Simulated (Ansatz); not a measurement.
ZnS in the wurtzite structure, relaxed with r2SCAN: 4 runs in the PAW code Ansatz, each a calculation of independent-particle optics. It is hexagonal, P6_3mc (No. 186); conventional cell a = 3.805 Å, c = 6.244 Å, 19.58 Å³ an atom. Zn is surrounded by 4 S at 2.33–2.34 Å; S is surrounded by 4 Zn at 2.33–2.34 Å. No spin polarisation and no zero-point or thermal motion.

```
CELL_PARAMETERS angstrom
3.80545 0.00000 0.00000
-1.90273 3.29562 0.00000
0.00000 0.00000 6.24399
ATOMIC_POSITIONS crystal
Zn 0.33333 0.66667 0.00034
Zn 0.66667 0.33333 0.50034
S 0.33333 0.66667 0.37466
S 0.66667 0.33333 0.87466
```

On meshes this coarse, single peaks can be features of the mesh. No local fields, no excitons; the zone sum runs over the cells of the mesh, and ε∞ includes the bands left out of the spectrum. Up to four peaks are listed, those above 15 % of the tallest and inside the complete range; the four can differ from row to row. Rows marked drawn have settings drawn at random (some not listed).

```json
{"functional": "PBE", "k mesh": "6×6×4", "broadening (eV)": "0.1", "scissors (eV)": "0.00", "range (eV)": "0–14", "settings": "chosen", "direct gap on the mesh before scissors (eV)": "2.21", "ε∞ xx": "6.21", "ε∞ yy": "6.21", "ε∞ zz": "6.32", "complete up to (eV)": "14.0", "tallest peaks of mean ε₂ (eV)": "5.35 5.85 6.30 6.90"}
{"functional": "r2SCAN", "k mesh": "6×6×4", "broadening (eV)": "0.1", "scissors (eV)": "0.00", "range (eV)": "0–14", "settings": "chosen", "direct gap on the mesh before scissors (eV)": "2.78", "ε∞ xx": "5.57", "ε∞ yy": "5.57", "ε∞ zz": "5.66", "complete up to (eV)": "14.0", "tallest peaks of mean ε₂ (eV)": "5.80 6.35 7.40 8.95"}
{"functional": "PBE", "k mesh": "6×6×4", "broadening (eV)": "0.1", "scissors (eV)": "1.23 (to HSE06)", "range (eV)": "0–14", "settings": "chosen", "direct gap on the mesh before scissors (eV)": "2.21", "ε∞ xx": "5.35", "ε∞ yy": "5.35", "ε∞ zz": "5.43", "complete up to (eV)": "14.0", "tallest peaks of mean ε₂ (eV)": "6.55 7.10 7.55 8.15"}
{"functional": "PBEsol", "k mesh": "6×6×4", "broadening (eV)": "0.03", "scissors (eV)": "2.50", "range (eV)": "2–15", "settings": "drawn", "direct gap on the mesh before scissors (eV)": "2.08", "ε∞ xx": "4.86", "ε∞ yy": "4.86", "ε∞ zz": "4.93", "complete up to (eV)": "15.0", "tallest peaks of mean ε₂ (eV)": "7.80 8.20 9.40 11.00"}
```
